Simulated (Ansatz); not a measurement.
**Mg$_{2}$Si: computed properties**

Method: DFT PBE, scalar-relativistic, plane waves, PAW (Ansatz).

Settings: cutoff 420 eV, Γ-centred mesh 10×10×10 on the computed 3-atom cell, Gaussian smearing of 0.01 eV; no spin polarisation.

The structure is relaxed at this level of theory with its symmetry kept.

```cif
data_structure
_symmetry_space_group_name_H-M 'Fm-3m'
_symmetry_Int_Tables_number 225
_cell_length_a 6.3650
_cell_length_b 6.3650
_cell_length_c 6.3650
_cell_angle_alpha 90.000
_cell_angle_beta 90.000
_cell_angle_gamma 90.000
_cell_volume 257.86
loop_
_atom_site_label
_atom_site_type_symbol
_atom_site_symmetry_multiplicity
_atom_site_Wyckoff_symbol
_atom_site_fract_x
_atom_site_fract_y
_atom_site_fract_z
_atom_site_occupancy
Mg1 Mg 8 c 0.25000 0.75000 0.75000 1
Si1 Si 4 a 0.00000 0.00000 0.00000 1
```

* Space group: Fm-3m (No. 225)
* Volume per atom: 21.49 Å³
* Formation energy from the elements' standard states (uncorrected): -0.160 eV/atom
* Kohn–Sham band gap: 0.22 eV, indirect from Γ to X
* Löwdin character of the top 1 eV of the valence band: Si 3p 90 %, unprojected 7 %
* Electron masses at the edge by Cartesian direction of the standard setting (m_e; degenerate bands sorted by energy; no spin-orbit coupling): x: 0.58; y: 0.19; z: 0.19
* Hole masses at the edge by Cartesian direction of the standard setting (m_e; degenerate bands sorted by energy; no spin-orbit coupling): x: 0.35, 0.35, 0.14; y: 0.35, 0.35, 0.14; z: 0.35, 0.35, 0.14
* Bulk modulus: 54 GPa
* Its pressure derivative: 4.0
* Electronic dielectric constant xx, yy, zz of the standard setting (independent particles): 16.8, 16.8, 16.8
* Bader charges (e): Mg (2 in the cell) 1.48, Si (1 in the cell) -2.96